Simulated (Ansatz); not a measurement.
**How settings move the results for BP**

```
B P
1.0
     0.00000    2.26900    2.26900
     2.26900    0.00000    2.26900
     2.26900    2.26900    0.00000
B P
1 1
Direct
  0.00000 0.00000 0.00000
  0.75000 0.75000 0.75000
```

Atoms are numbered in the order listed.

Conventional cell: a = 4.538 Å, b = 4.538 Å, c = 4.538 Å, α = 90.00°, β = 90.00°, γ = 90.00°. B (atom 1) is surrounded by 4 P at 1.97 Å. P (atom 2) is surrounded by 4 B at 1.97 Å.

The cell is COD entry 9008835, as deposited and not checked against the literature; nothing was relaxed.

Computed with Ansatz 0.2.0, DFT, PBE, all-electron LAPW, scalar-relativistic.

The runs use a Γ-centred 12×12×12 k mesh, Fermi–Dirac smearing of 0.08 eV, basis error target 0.5 meV/atom, no spin polarisation. One setting is then changed at a time.

```json
{"k mesh": "12×12×12 (base)", "free energy less the base's (meV/atom)": "0.0", "P (GPa)": "1.08", "gap on the mesh (eV)": "1.242", "cutoff chosen (eV)": "309"}
{"k mesh": "4×4×4", "free energy less the base's (meV/atom)": "?", "P (GPa)": "2.18", "gap on the mesh (eV)": "1.319", "cutoff chosen (eV)": "309"}
{"k mesh": "6×6×6", "free energy less the base's (meV/atom)": "8.6", "P (GPa)": "?", "gap on the mesh (eV)": "1.337", "cutoff chosen (eV)": "309"}
{"k mesh": "9×9×9", "free energy less the base's (meV/atom)": "0.4", "P (GPa)": "1.09", "gap on the mesh (eV)": "1.262", "cutoff chosen (eV)": "309"}
{"k mesh": "17×17×17", "free energy less the base's (meV/atom)": "0.0", "P (GPa)": "1.08", "gap on the mesh (eV)": "1.242", "cutoff chosen (eV)": "309"}
```

**Question.** Give the missing entry: row "6×6×6", column "P (GPa)".

**Answer.** 1.22.

**Question.** Fill in "free energy less the base's (meV/atom)" for the row "4×4×4".

**Answer.** 85.6.
